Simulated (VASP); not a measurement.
# C (Fd-3m) in VASP: a series of runs

The runs below take C through relaxation of cell and atoms, with PBEsol.

All numbers are computed with VASP 6.6.1; they aren't measurements. Logs are shortened: lines on timing, memory, paths and dates and some standing lists are left out, and cuts for length are marked.

## (1) The crystal as given

It takes space group Fd-3m (No. 227, cubic). Conventional cell: a = 3.567 Å, b = 3.567 Å, c = 3.567 Å, α = 90.00°, β = 90.00°, γ = 90.00°. C (site symmetry -43m) has 4 C at 1.54 Å as nearest neighbours.

This isn't the form of C at room conditions, which is graphite.

## (2) Relaxation of cell and atoms, PBEsol

Contents of INCAR:

```
SYSTEM = C
PREC = Accurate ; ENCUT = 600
EDIFF = 1E-6 ; ISMEAR = 0
SIGMA = 0.03 ; LREAL = .False.
LASPH = .True. ; NELM = 80
ALGO = Normal ; ISIF = 3
LWAVE = .False. ; LCHARG = .False.
GGA = PS ; IBRION = 2
NSW = 90 ; EDIFFG = -0.01
```

Contents of KPOINTS:

```
Automatic mesh
0
Gamma
  14 14 14
  0 0 0
```

Contents of POSCAR:

```
C
1.0
    0.0000000000      1.7833700000      1.7833700000
    1.7833700000      0.0000000000      1.7833700000
    1.7833700000      1.7833700000      0.0000000000
C
2
Direct
    0.0000000000      0.0000000000      0.0000000000
    0.2500000000      0.2500000000      0.2500000000
```

Potentials or basis: VASP PAW PBE potentials, release 64 (C).

Started as:

```console
cat potpaw_PBE.64/C/POTCAR > POTCAR
mpirun -np 1 vasp_std > vasp.out
```

OUTCAR:

```text
SYSTEM = C
   PREC = Accurate
   ENCUT = 600
   EDIFF = 1E-6
   ISMEAR = 0
   LREAL = .False.
   LASPH = .True.
   NELM = 80
   ISIF = 3
   GGA = PS
   IBRION = 2
   NSW = 90
   EDIFFG = -0.01

 ion  position               nearest neighbor table
   1  0.000  0.000  0.000-   2 1.54   2 1.54   2 1.54   2 1.54
   2  0.250  0.250  0.250-   1 1.54   1 1.54   1 1.54   1 1.54

  LATTYP: Found a face centered cubic cell.
 ALAT       =     3.5667400000

  Lattice vectors:

 A1 = (   0.0000000000,   1.7833700000,   1.7833700000)
 A2 = (   1.7833700000,   0.0000000000,   1.7833700000)
 A3 = (   1.7833700000,   1.7833700000,   0.0000000000)

Analysis of symmetry for initial positions (statically):
=====================================================================
 Subroutine PRICEL returns:
 Original cell was already a primitive cell.

 Routine SETGRP: Setting up the symmetry group for a
 face centered cubic supercell.

 Subroutine GETGRP returns: Found 48 space group operations
 (whereof 24 operations were pure point group operations)
 out of a pool of 48 trial point group operations.

The static configuration has the point symmetry T_d .
 The point group associated with its full space group is O_h .

Analysis of symmetry for dynamics (positions and initial velocities):
=====================================================================
 Subroutine PRICEL returns:
 Original cell was already a primitive cell.

 Routine SETGRP: Setting up the symmetry group for a
 face centered cubic supercell.

 Subroutine GETGRP returns: Found 48 space group operations
 (whereof 24 operations were pure point group operations)
 out of a pool of 48 trial point group operations.

The dynamic configuration has the point symmetry T_d .
 The point group associated with its full space group is O_h .

 Subroutine INISYM returns: Found 48 space group operations
 (whereof 24 operations are pure point group operations),
 and found     1 'primitive' translations

----------------------------------------------------------------------------------------

                                     Primitive cell

  volume of cell :      11.3437

  direct lattice vectors                    reciprocal lattice vectors
     0.000000000  1.783370000  1.783370000    -0.280368067  0.280368067  0.280368067
     1.783370000  0.000000000  1.783370000     0.280368067 -0.280368067  0.280368067
     1.783370000  1.783370000  0.000000000     0.280368067  0.280368067 -0.280368067

  length of vectors
     2.522066041  2.522066041  2.522066041     0.485611737  0.485611737  0.485611737

  position of ions in fractional coordinates (direct lattice)
     0.000000000  0.000000000  0.000000000
     0.250000000  0.250000000  0.250000000

  ion indices of the primitive-cell ions
   primitive index   ion index
                 1           1
                 2           2

----------------------------------------------------------------------------------------

 KPOINTS: Automatic mesh

Automatic generation of k-mesh.
 Grid dimensions read from file:
 generate k-points for:   14   14   14

 Generating k-lattice:

  Cartesian coordinates                     Fractional coordinates (reciprocal lattice)
    -0.020026291  0.020026291  0.020026291     0.071428571  0.000000000  0.000000000
     0.020026291 -0.020026291  0.020026291     0.000000000  0.071428571  0.000000000
     0.020026291  0.020026291 -0.020026291     0.000000000  0.000000000  0.071428571

  Length of vectors
     0.034686553  0.034686553  0.034686553

  Shift w.r.t. Gamma in fractional coordinates (k-lattice)
     0.000000000  0.000000000  0.000000000

 Subroutine IBZKPT returns following result:
 ===========================================

 Found    104 irreducible k-points:

 Following reciprocal coordinates:
            Coordinates               Weight
  0.000000  0.000000  0.000000      1.000000
  0.071429  0.000000  0.000000      8.000000
  0.142857  0.000000  0.000000      8.000000
  0.214286  0.000000  0.000000      8.000000
  0.285714  0.000000  0.000000      8.000000
  0.357143  0.000000  0.000000      8.000000
[... 16 lines left out ...]
  0.214286  0.142857  0.000000     24.000000
  0.285714  0.142857  0.000000     24.000000
 [... further k-points ...]
   k-points           NKPTS =    104   k-points in BZ     NKDIM =    104   number of bands    NBANDS=      8
   number of dos      NEDOS =    301   number of ions     NIONS =      2
   total plane-waves  NPLWV =   8000
   dimension x,y,z NGX =    20 NGY =   20 NGZ =   20
   dimension x,y,z NGXF=    40 NGYF=   40 NGZF=   40
   ions per type =               2
   NGX,Y,Z   is equivalent  to a cutoff of  13.18, 13.18, 13.18 a.u.
   NGXF,Y,Z  is equivalent  to a cutoff of  26.37, 26.37, 26.37 a.u.
 SYSTEM =  C
   PREC   = accura    normal or accurate (medium, high low for compatibility)
   ISTART =      0    job   : 0-new  1-cont  2-samecut
   ICHARG =      2    charge: 1-file 2-atom 10-const
   ISPIN  =      1    spin polarized calculation?
   LNONCOLLINEAR =      F non collinear calculations
   LSORBIT =      F    spin-orbit coupling
   LASPH  =      T    aspherical Exc in radial PAW
   ENCUT  =  600.0 eV  44.10 Ry    6.64 a.u.   5.04  5.04  5.04*2*pi/ulx,y,z
   NELM   =     80;   NELMIN=  2; NELMDL= -5     # of ELM steps
   EDIFF  = 0.1E-05   stopping-criterion for ELM
   LREAL  =      F    real-space projection
   EDIFFG = -.1E-01   stopping-criterion for IOM
   NSW    =     90    number of steps for IOM
   IBRION =      2    ionic relax: 0-MD 1-quasi-New 2-CG
   NFREE  =      1    steps in history (QN), initial steepest desc. (CG)
   ISIF   =      3    stress and relaxation
   ISYM   =      2    0-nonsym 1-usesym 2-fastsym
   POTIM  = 0.5000    time-step for ionic-motion
   TEBEG  =    0.0;   TEEND  =   0.0 temperature during run
   PSTRESS=    0.0 pullay stress
   NELECT =       8.0000    total number of electrons
   NUPDOWN=      -1.0000    fix difference up-down
   EMIN   =  10.00;   EMAX   =-10.00  energy-range for DOS
   EFERMI =   0.00;   METHOD = LEGACY
   ISMEAR =     0;   SIGMA  =   0.03  broadening in eV -4-tet -1-fermi 0-gaus
   EFERMI_NEDOS =   21; number of points for ismear=-14 and -15
   IALGO  =     38    algorithm
   IMIX   =      4    mixing-type and parameters
     AMIX     =   0.40;   BMIX     =  1.00
     AMIX_MAG =   1.60;   BMIX_MAG =  1.00
  volume/ion in A,a.u.               =       5.67        38.28
  Fermi-wavevector in a.u.,A,eV,Ry     =   1.457203  2.753714 28.891161  2.123440
  Thomas-Fermi vector in A             =   2.574032
   LORBIT       =      0    0 simple, 1 ext, 2 COOP (PROOUT), +10 PAW based schemes
   GGA     = PS    functional components
   LHFCALC =     F    Hartree Fock is set to
   AEXX    =    0.0000 exact exchange contribution
   IVDW    =     0    specifies the selected vdW correction
   LEPSILON=     F    determine dielectric tensor
   LRPA    =     F    only Hartree local field effects (RPA)
 conjugate gradient relaxation of ions
 non-spin polarized calculation
 Gauss-broadening in eV      SIGMA  =   0.03
  energy-cutoff  :      600.00
  volume of cell :       11.34
 maximum number of plane-waves:       388
   NGX =  9   NGY =  9   NGZ =  9

--------------------------------------- Ionic step        1  -------------------------------------------

 number of electron       7.9999999 magnetization

 Free energy of the ion-electron system (eV)
  ---------------------------------------------------
  ext. energy  EPLUGINS =         0.00000000
  ---------------------------------------------------
  free energy    TOTEN  =       -19.25323573 eV

  energy without entropy =      -19.25323573  energy(sigma->0) =      -19.25323573

 E-fermi :   9.8757     XC(G=0): -13.4328

 val. band max:        9.7081039549   @ k =   0.0000   0.0000   0.0000
 cond. band min:      13.7143554445   @ k =   0.3571   0.3571   0.0000
 fundamental gap:      4.0062514896
 Fermi energy:         9.8757204968

 k-point     1 :       0.0000    0.0000    0.0000
  band No.  band energies     occupation
      1     -11.8132      2.00000
      2       9.7081      2.00000
      3       9.7081      2.00000
      4       9.7081      2.00000
      5      15.2475      0.00000
      6      15.2475      0.00000
      7      15.2475      0.00000
      8      23.0763      0.00000

 k-point     2 :       0.0714    0.0000    0.0000
  band No.  band energies     occupation
      1     -11.6716      2.00000
      2       8.7675      2.00000
      3       9.4626      2.00000
      4       9.4626      2.00000
      5      15.5680      0.00000
      6      15.5680      0.00000
      7      15.8077      0.00000
      8      23.1899      0.00000
[... 300 lines left out ...]
 POSITION                                       TOTAL-FORCE (eV/Angst)
 -----------------------------------------------------------------------------------
      3.53991      1.76995      1.76995        -0.000000      0.000000     -0.000000
      0.88498      0.88498      0.88498         0.000000     -0.000000      0.000000
 -----------------------------------------------------------------------------------
    total drift:                                0.000000      0.000000      0.000000

  FREE ENERGIE OF THE ION-ELECTRON SYSTEM (eV)
  ---------------------------------------------------
  free  energy   TOTEN  =       -19.2522571314 eV

  energy  without entropy=      -19.2522571314  energy(sigma->0) =      -19.25225713

--------------------------------------- Ionic step        3  -------------------------------------------

 number of electron       7.9999999 magnetization

 Free energy of the ion-electron system (eV)
  ---------------------------------------------------
  ext. energy  EPLUGINS =         0.00000000
  ---------------------------------------------------
  free energy    TOTEN  =       -19.25479916 eV

  energy without entropy =      -19.25479916  energy(sigma->0) =      -19.25479916

 E-fermi :  10.0479     XC(G=0): -13.4820

 val. band max:        9.8526693231   @ k =   0.0000   0.0000   0.0000
 cond. band min:      13.8814781584   @ k =   0.3571   0.3571   0.0000
 fundamental gap:      4.0288088353
 Fermi energy:        10.0479333583

 k-point     1 :       0.0000    0.0000    0.0000
  band No.  band energies     occupation
      1     -11.8030      2.00000
      2       9.8527      2.00000
      3       9.8527      2.00000
      4       9.8527      2.00000
      5      15.4195      0.00000
      6      15.4195      0.00000
      7      15.4195      0.00000
      8      23.4486      0.00000

 k-point     2 :       0.0714    0.0000    0.0000
  band No.  band energies     occupation
      1     -11.6605      2.00000
      2       8.9044      2.00000
      3       9.6044      2.00000
      4       9.6044      2.00000
      5      15.7436      0.00000
      6      15.7436      0.00000
      7      15.9889      0.00000
      8      23.5565      0.00000
[... 264 lines left out ...]
 POSITION                                       TOTAL-FORCE (eV/Angst)
 -----------------------------------------------------------------------------------
      0.00000      0.00000      0.00000        -0.000000     -0.000000     -0.000000
      0.88873      0.88873      0.88873         0.000000      0.000000      0.000000
 -----------------------------------------------------------------------------------
    total drift:                                0.000000      0.000000      0.000000

  FREE ENERGIE OF THE ION-ELECTRON SYSTEM (eV)
  ---------------------------------------------------
  free  energy   TOTEN  =       -19.2547991610 eV

  energy  without entropy=      -19.2547991610  energy(sigma->0) =      -19.25479916

 reached required accuracy - stopping structural energy minimisation
```

Wall time 9.9 s (1 thread of Intel Xeon Platinum 8488C (Sapphire Rapids), shared host); peak memory 0.12 GiB.

What came out:

| Property | Result |
| --- | --- |
| Free energy | -19.2548 eV |
| Relaxed volume | 5.62 Å³/atom |
| Relaxed cell | a = 2.514 Å, b = 2.514 Å, c = 2.514 Å, α = 60.00°, β = 60.00°, γ = 60.00° |
| Space group after relaxing (to 0.05 Å) | Fd-3m (No. 227) |
| Energy gained by relaxing | 0.8 meV/atom |
| Ionic steps | 3 |
| Pressure after relaxing | 0.0 GPa |
| Band gap on the k mesh | 4.03 eV, indirect (least direct gap 5.57 eV) |

The path:
```tsv
step	energy change (eV)	largest force (eV/Å)	pressure (GPa)	volume (Å³)
1	0.0000	0.0000	-4.41	11.34
2	0.0010	0.0000	5.83	11.09
3	-0.0016	0.0000	-0.01	11.23
```

Final structure:
```yaml
crystal:
  lattice:
    - [0.00000, 1.77745, 1.77745]
    - [1.77745, 0.00000, 1.77745]
    - [1.77745, 1.77745, 0.00000]
  atoms:
    - { symbol: C, position: [0.00000, 0.00000, 0.00000] }
    - { symbol: C, position: [0.25000, 0.25000, 0.25000] }
```

Caveat: the PAW data sets were made with another functional, which shifts forces and pressure a little. A k mesh can miss the band edges.

## (3) Relaxation of cell and atoms, PBEsol

This run uses another cell than the first one, of 5.62 Å³/atom, 0.990 times its volume.

Contents of INCAR:

```
SYSTEM = C
PREC = Accurate ; ENCUT = 600
EDIFF = 1E-7 ; ISMEAR = 0
SIGMA = 0.03 ; LREAL = .False.
LASPH = .True. ; NELM = 80
ALGO = Normal ; ISIF = 3
LWAVE = .False. ; LCHARG = .False.
GGA = PS ; IBRION = 2
NSW = 90 ; EDIFFG = -0.005
```

KPOINTS is that of step 2.

Contents of POSCAR:

```
C                                       
1.0
    0.0000000000      1.7774542777      1.7774542777
    1.7774542777     -0.0000000000      1.7774542777
    1.7774542777      1.7774542777      0.0000000000
  C             
     2
Direct
     0.0000000000000000    0.0000000000000000    0.0000000000000000
     0.2500000000000000    0.2500000000000000    0.2500000000000000
```

Potentials or basis: VASP PAW PBE potentials, release 64 (C).

Started as:

```console
cat potpaw_PBE.64/C/POTCAR > POTCAR
mpirun -np 1 vasp_std > vasp.out
```

Run time: 5.9 s. Hardware: 1 thread of Intel Xeon Platinum 8488C (Sapphire Rapids), shared host; peak memory 0.12 GiB.

The run converged. Its results:

- Free energy: -19.2543 eV
- Pressure after relaxing: 0.0 GPa
- Band gap on the k mesh: 4.03 eV, indirect (least direct gap 5.57 eV)

Final structure:
```
C
1.0
     0.00000    1.77745    1.77745
     1.77745    0.00000    1.77745
     1.77745    1.77745    0.00000
C
2
Cartesian
  0.0000 0.0000 0.0000
  0.8887 0.8887 0.8887
```

Levels at points of the mesh, in eV from the valence-band top:
| k point | band 1 | band 2 | band 3 | band 4 | band 5 | band 6 | band 7 | band 8 |
| --- | --- | --- | --- | --- | --- | --- | --- | --- |
| (0.00, 0.00, 0.00) | -21.66 | 0.00 | 0.00 | 0.00 | 5.57 | 5.57 | 5.57 | 13.60 |
| (0.50, 0.00, 0.00) | -15.77 | -13.58 | -2.84 | -2.84 | 8.43 | 8.43 | 8.97 | 15.58 |
| (0.50, 0.50, 0.00) | -12.85 | -12.85 | -6.40 | -6.40 | 4.62 | 4.62 | 16.93 | 16.93 |

Caveat: the relaxation stopped at its first step, so nothing moved; the PAW data sets were made with another functional, which shifts forces and pressure a little. A k mesh can miss the band edges.
